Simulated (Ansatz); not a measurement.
BN (F-43m): G0W0 and the choice of datasets

```
B N
1.0
     0.00000    1.74665    1.74665
     1.74665    0.00000    1.74665
     1.74665    1.74665    0.00000
B N
1 1
Direct
  0.00000 0.00000 0.00000
  0.25000 0.25000 0.25000
```

Held fixed (Ansatz):

* orbitals: PBE
* k mesh: 4×4×4
* empty bands: 69
* response cutoff: 200 eV
* frequencies: plasmon pole, fitted at 0 and 32.17i eV
* q → 0 term: analytic weight of Carrier, Rohra and Görling
* band sums: cut at the band count

The gap is read from Γ to k = (0, -0.5, -0.5), linearised, between the Kohn-Sham band edges among the points solved. The direct gap is read between the top filled and lowest empty Kohn-Sham band at Γ. ε∞ is the electronic dielectric constant on this mesh.

```json
{"datasets, wave cutoff": "all-electron, 3300 eV", "KS gap (eV)": "4.55", "G0W0 gap (eV)": "6.15", "direct at Γ (eV)": "11.51", "ε∞": "4.9"}
{"datasets, wave cutoff": "hard PAW, 700 eV", "KS gap (eV)": "4.55", "G0W0 gap (eV)": "6.15", "direct at Γ (eV)": "11.53", "ε∞": "4.9"}
{"datasets, wave cutoff": "hand-made PAW, accurate, 900 eV", "KS gap (eV)": "4.55", "G0W0 gap (eV)": "6.16", "direct at Γ (eV)": "11.53", "ε∞": "4.9"}
{"datasets, wave cutoff": "hand-made PAW, 870 eV", "KS gap (eV)": "4.55", "G0W0 gap (eV)": "6.16", "direct at Γ (eV)": "11.53", "ε∞": "4.9"}
{"datasets, wave cutoff": "JTH PAW, 700 eV", "KS gap (eV)": "4.53", "G0W0 gap (eV)": "?", "direct at Γ (eV)": "?", "ε∞": "?"}
{"datasets, wave cutoff": "soft PAW (1st gen.), 420 eV", "KS gap (eV)": "4.55", "G0W0 gap (eV)": "6.13", "direct at Γ (eV)": "11.53", "ε∞": "4.9"}
{"datasets, wave cutoff": "norm-conserving, 1240 eV", "KS gap (eV)": "4.54", "G0W0 gap (eV)": "6.04", "direct at Γ (eV)": "11.41", "ε∞": "4.9"}
```

(1) Fill in the row for JTH PAW, 700 eV.

## Answers

(1) G0W0 gap 6.12 eV, direct at Γ 11.51 eV, ε∞ 4.9.

The cell is a model at fixed atoms and needn't be the relaxed known crystal. Soft PAW datasets can miss an all-electron G0W0 gap by more than 5 %. With norm-conserving pseudopotentials the core–valence exchange is only approximate, which can shift gaps by tenths of an eV and RPA lattice constants by most of a per cent. Points k are given in fractions of the reciprocal vectors. The mesh is coarse, so these are values at the stated settings, not converged ones. Band sums or response are cut, so the gap isn't at its basis limit. The gap is read on the mesh, and the crystal's band edges can lie off it. Meshes this coarse can overestimate the dielectric constant by a tenth and more.
